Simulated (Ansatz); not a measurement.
Debugging a band structure of NbC, space group Fm-3m (Ansatz 0.2.0 through its Python package).

Contents of `nbc.extxyz`:
```text
2
Lattice="0.0 2.23455 2.23455 2.23455 0.0 2.23455 2.23455 2.23455 0.0" Properties=species:S:1:pos:R:3 pbc="T T T"
Nb    0.00000000    0.00000000    0.00000000
C     2.23455000    2.23455000    2.23455000
```

Script `bands.py`:
```python
"""Bands of NbC along a path through the zone."""

from collections import Counter
from pathlib import Path
import warnings

import ansatz as az
import numpy as np
from pymatgen.core import Structure

SCF_TOL = 1e-09
MAX_SCF = 100
CUTOFF_EV = 650
MESH = (1, 1, 1)
FUNCTIONAL = "r2scan"
DISPERSION = "d4"
OCCUPATIONS = "Marzari-Vanderbilt"
WIDTH_EV = 0.05
EXTRA_BANDS = 8

system = az.Crystal.from_extxyz("nbc.extxyz")

# high-symmetry points in fractions of the reciprocal vectors
path = [
    ("K", (0.375, 0.375, 0.75)),
    ("G", (0.0, 0.0, 0.0)),
    ("L", (0.5, 0.5, 0.5)),
    ("W", (0.5, 0.25, 0.75)),
    ("X", (0.5, 0.0, 0.5)),
]
base = (
    system.calculation()
    .scf(tolerance=SCF_TOL, max_iterations=MAX_SCF)
    .basis(CUTOFF_EV)
    .kpoints(*MESH)
    .functional(FUNCTIONAL, dispersion=DISPERSION)
    .occupations(OCCUPATIONS, width=WIDTH_EV)
    .band_structure([point for _, point in path], intervals=8)
    .scf(extra_bands=EXTRA_BANDS)
    .density()
    .potential()
    .electron_localization_function()
    .output_files(volumetric_format="npy")
)
with warnings.catch_warnings(record=True) as caught:
    warnings.simplefilter("always")
    res = base.run(threads=1)
print("warnings raised:", sorted(w.category.__name__ for w in caught) or "none")
rep = res.report

print("%-22s %14.5f eV" % ("F = E - TS", rep["free_energy_ev"]))
print("%-22s %14.5f eV" % ("E", rep["internal_energy_ev"]))
print("%-22s %14.5f eV" % ("Harris-Foulkes", rep["harris_foulkes_ev"]))
print("%-22s %14.5f eV" % ("Fermi level", rep["fermi_energy_ev"]))

final = Structure(res.lattice.cell_ang, [s.symbol for s in res.lattice.sites], [s.position_frac for s in res.lattice.sites])
# first shell of each atom, within 15 % of its shortest distance
for index, site in enumerate(final):
    near = final.get_neighbors(site, 4.5)
    edge = 1.15 * min(n.nn_distance for n in near)
    shell = Counter((round(n.nn_distance, 2), n.specie.symbol) for n in near if n.nn_distance < edge)
    print(f"{index:2d} {site.specie.symbol:2s}", ", ".join(f"{count} {symbol} at {d:.2f}" for (d, symbol), count in sorted(shell.items())))

folder = Path(res.write_results("fields"))
print("densities in e/A^3, potentials in eV, ELF without unit")
for name in sorted(p.name for p in folder.glob("*.npy")):
    field = np.load(folder / name)
    print(f"{name:16s} {str(field.shape):16s} min {field.min():10.4f}  mean {field.mean():10.4f}  max {field.max():10.4f}")

bands = res.band_structure()
fermi = bands.fermi_energy_ev
print(f"zero of the bands: {fermi:.3f} eV, the Fermi level found on the SCF mesh")
for spin, channel in enumerate(bands.channels):
    levels = channel.eigenvalues_ev - fermi
    crossing = [b for b in range(levels.shape[1]) if levels[:, b].min() < 0 < levels[:, b].max()]
    print(f"channel {spin}: bands that cross the Fermi level on this path:", [b + 1 for b in crossing] or "none")
    shown = crossing or sorted(np.argsort(np.abs(levels).min(axis=0))[:2])
    for k, row in zip(bands.kpoints_frac, levels[:, shown]):
        print(f"{k[0]:7.3f} {k[1]:7.3f} {k[2]:7.3f}  ", " ".join(f"{e:8.3f}" for e in row))
```

`python bands.py` gives:
```text
warnings raised: none
F = E - TS                -4796.39149 eV
E                         -4796.30447 eV
Harris-Foulkes            -4796.39149 eV
Fermi level                  18.06290 eV
 0 Nb 6 C at 2.23
 1 C  6 Nb at 2.23
densities in e/A^3, potentials in eV, ELF without unit
elf.npy          (27, 27, 27)     min     0.0008  mean     0.3493  max     0.8356
rho.npy          (27, 27, 27)     min     0.0394  mean     0.7618  max     5.2152
v_es.npy         (27, 27, 27)     min   -78.7241  mean     6.1013  max    18.4893
v_tot.npy        (27, 27, 27)     min  -103.7441  mean    -7.5579  max    11.6119
zero of the bands: 18.063 eV, the Fermi level found on the SCF mesh
channel 0: bands that cross the Fermi level on this path: [9, 10, 11]
  0.375   0.375   0.750      0.700    4.229    4.968
  0.328   0.328   0.656      2.120    3.560    4.706
  0.281   0.281   0.562      2.809    3.574    4.264
  0.234   0.234   0.469      2.055    3.681    4.243
  0.188   0.188   0.375      1.363    3.020    3.625
  0.141   0.141   0.281      0.781    2.326    2.519
  0.094   0.094   0.188      0.344    1.494    1.604
  0.047   0.047   0.094      0.074    0.717    0.832
  0.000   0.000   0.000     -0.008   -0.008   -0.008
  0.062   0.062   0.062      0.278    0.278    0.720
  0.125   0.125   0.125      0.602    0.602    1.284
  0.188   0.188   0.188      1.079    1.079    1.767
  0.250   0.250   0.250      1.697    1.697    2.276
  0.312   0.312   0.312      2.403    2.403    2.895
  0.375   0.375   0.375      3.104    3.104    3.659
  0.438   0.438   0.438      3.651    3.651    4.516
  0.500   0.500   0.500      3.863    3.863    5.040
  0.500   0.469   0.531      3.712    3.847    4.971
  0.500   0.438   0.562      3.383    3.761    4.829
  0.500   0.406   0.594      3.053    3.528    4.762
  0.500   0.375   0.625      2.812    3.184    4.816
  0.500   0.344   0.656      2.680    2.866    4.930
  0.500   0.312   0.688      2.639    2.682    5.036
  0.500   0.281   0.719      2.641    2.644    5.090
  0.500   0.250   0.750      2.651    2.651    5.100
  0.500   0.219   0.719      2.048    3.226    5.099
  0.500   0.187   0.688      1.438    3.747    5.098
  0.500   0.156   0.656      0.844    4.191    5.096
  0.500   0.125   0.625      0.286    4.544    5.094
  0.500   0.094   0.594     -0.215    4.801    5.093
  0.500   0.063   0.562     -0.632    4.791    4.968
  0.500   0.031   0.531     -0.922    4.415    5.060
  0.500   0.000   0.500     -1.030    4.269    5.089
```

The script ran to its end, but the result can't be trusted. Why?

The fault: a single k-point is too coarse for this small cell. Mended:

Script `bands.py`:
```python
"""Bands of NbC along a path through the zone."""

from collections import Counter
from pathlib import Path
import warnings

import ansatz as az
import numpy as np
from pymatgen.core import Structure

SCF_TOL = 1e-09
MAX_SCF = 100
CUTOFF_EV = 650
MESH = (12, 12, 12)
FUNCTIONAL = "r2scan"
DISPERSION = "d4"
OCCUPATIONS = "Marzari-Vanderbilt"
WIDTH_EV = 0.05
EXTRA_BANDS = 8

system = az.Crystal.from_extxyz("nbc.extxyz")

# high-symmetry points in fractions of the reciprocal vectors
path = [
    ("K", (0.375, 0.375, 0.75)),
    ("G", (0.0, 0.0, 0.0)),
    ("L", (0.5, 0.5, 0.5)),
    ("W", (0.5, 0.25, 0.75)),
    ("X", (0.5, 0.0, 0.5)),
]
base = (
    system.calculation()
    .scf(tolerance=SCF_TOL, max_iterations=MAX_SCF)
    .basis(CUTOFF_EV)
    .kpoints(*MESH)
    .functional(FUNCTIONAL, dispersion=DISPERSION)
    .occupations(OCCUPATIONS, width=WIDTH_EV)
    .band_structure([point for _, point in path], intervals=8)
    .scf(extra_bands=EXTRA_BANDS)
    .density()
    .potential()
    .electron_localization_function()
    .output_files(volumetric_format="npy")
)
with warnings.catch_warnings(record=True) as caught:
    warnings.simplefilter("always")
    res = base.run(threads=1)
print("warnings raised:", sorted(w.category.__name__ for w in caught) or "none")
rep = res.report

print("%-22s %14.5f eV" % ("F = E - TS", rep["free_energy_ev"]))
print("%-22s %14.5f eV" % ("E", rep["internal_energy_ev"]))
print("%-22s %14.5f eV" % ("Harris-Foulkes", rep["harris_foulkes_ev"]))
print("%-22s %14.5f eV" % ("Fermi level", rep["fermi_energy_ev"]))

final = Structure(res.lattice.cell_ang, [s.symbol for s in res.lattice.sites], [s.position_frac for s in res.lattice.sites])
# first shell of each atom, within 15 % of its shortest distance
for index, site in enumerate(final):
    near = final.get_neighbors(site, 4.5)
    edge = 1.15 * min(n.nn_distance for n in near)
    shell = Counter((round(n.nn_distance, 2), n.specie.symbol) for n in near if n.nn_distance < edge)
    print(f"{index:2d} {site.specie.symbol:2s}", ", ".join(f"{count} {symbol} at {d:.2f}" for (d, symbol), count in sorted(shell.items())))

folder = Path(res.write_results("fields"))
print("densities in e/A^3, potentials in eV, ELF without unit")
for name in sorted(p.name for p in folder.glob("*.npy")):
    field = np.load(folder / name)
    print(f"{name:16s} {str(field.shape):16s} min {field.min():10.4f}  mean {field.mean():10.4f}  max {field.max():10.4f}")

bands = res.band_structure()
fermi = bands.fermi_energy_ev
print(f"zero of the bands: {fermi:.3f} eV, the Fermi level found on the SCF mesh")
for spin, channel in enumerate(bands.channels):
    levels = channel.eigenvalues_ev - fermi
    crossing = [b for b in range(levels.shape[1]) if levels[:, b].min() < 0 < levels[:, b].max()]
    print(f"channel {spin}: bands that cross the Fermi level on this path:", [b + 1 for b in crossing] or "none")
    shown = crossing or sorted(np.argsort(np.abs(levels).min(axis=0))[:2])
    for k, row in zip(bands.kpoints_frac, levels[:, shown]):
        print(f"{k[0]:7.3f} {k[1]:7.3f} {k[2]:7.3f}  ", " ".join(f"{e:8.3f}" for e in row))
```

With that change:

`python bands.py` gives:
```text
warnings raised: none
F = E - TS                -4816.80912 eV
E                         -4816.80855 eV
Harris-Foulkes            -4816.80912 eV
Fermi level                  18.96557 eV
 0 Nb 6 C at 2.23
 1 C  6 Nb at 2.23
densities in e/A^3, potentials in eV, ELF without unit
elf.npy          (27, 27, 27)     min     0.0293  mean     0.4005  max     0.7905
rho.npy          (27, 27, 27)     min     0.1384  mean     0.7618  max     5.1693
v_es.npy         (27, 27, 27)     min   -81.5627  mean     6.1013  max    19.8028
v_tot.npy        (27, 27, 27)     min  -106.4143  mean    -7.8713  max    11.4403
zero of the bands: 18.966 eV, the Fermi level found on the SCF mesh
channel 0: bands that cross the Fermi level on this path: [9, 10, 11]
  0.375   0.375   0.750     -0.357    2.556    3.526
  0.328   0.328   0.656      0.874    1.956    3.474
  0.281   0.281   0.562      1.273    2.104    3.211
  0.234   0.234   0.469      0.577    2.509    2.754
  0.188   0.188   0.375     -0.068    1.867    2.170
  0.141   0.141   0.281     -0.614    0.885    1.520
  0.094   0.094   0.188     -1.027    0.009    0.829
  0.047   0.047   0.094     -1.283   -0.509    0.107
  0.000   0.000   0.000     -0.393   -0.393   -0.393
  0.062   0.062   0.062     -0.916   -0.916   -0.065
  0.125   0.125   0.125     -0.778   -0.778    0.368
  0.188   0.188   0.188     -0.355   -0.355    0.759
  0.250   0.250   0.250      0.217    0.217    1.190
  0.312   0.312   0.312      0.871    0.871    1.741
  0.375   0.375   0.375      1.513    1.513    2.445
  0.438   0.438   0.438      2.007    2.007    3.245
  0.500   0.500   0.500      2.196    2.196    3.726
  0.500   0.469   0.531      2.074    2.186    3.661
  0.500   0.438   0.562      1.805    2.133    3.508
  0.500   0.406   0.594      1.546    1.991    3.371
  0.500   0.375   0.625      1.389    1.760    3.327
  0.500   0.344   0.656      1.359    1.540    3.354
  0.500   0.312   0.688      1.425    1.447    3.381
  0.500   0.281   0.719      1.502    1.518    3.358
  0.500   0.250   0.750      1.561    1.561    3.326
  0.500   0.219   0.719      1.051    2.032    3.326
  0.500   0.187   0.688      0.525    2.440    3.325
  0.500   0.156   0.656      0.009    2.767    3.323
  0.500   0.125   0.625     -0.473    3.007    3.322
  0.500   0.094   0.594     -0.897    3.165    3.219
  0.500   0.063   0.562     -1.237    2.650    3.258
  0.500   0.031   0.531     -1.460    2.172    3.304
  0.500   0.000   0.500     -1.539    1.971    3.317
```

Reading the output:
- Absolute energies stand on the zero of these potentials, so only differences at equal settings mean something. A total without «per atom» is that of the cell as typed.
- Dispersion corrections can be off by several per cent in the lattices of metals, and by several GPa in the pressure at a fixed cell.
- For a metal this k-point mesh is coarse: on a finer one energies can move by several to tens of meV an atom and pressures by half a GPa or more, differences at one mesh by less.
- The zero of the levels is a convention of the potentials, so an absolute Fermi energy is no work function.
- Densities and potentials on the grid are those of the valence electrons, and inside the cores they hang on the potentials used.
- The starting cell is as deposited in a crystallographic database; the results hold for this polymorph, which needn't be the stable one.
- Gaps and levels are Kohn-Sham values on a finite set of k-points, without spin-orbit coupling.
- Wall time of the script: 5.7 s on 1 thread of Intel(R) Xeon(R) Processor @ 2.30GHz, on a shared host, peak memory 0.58 GiB.
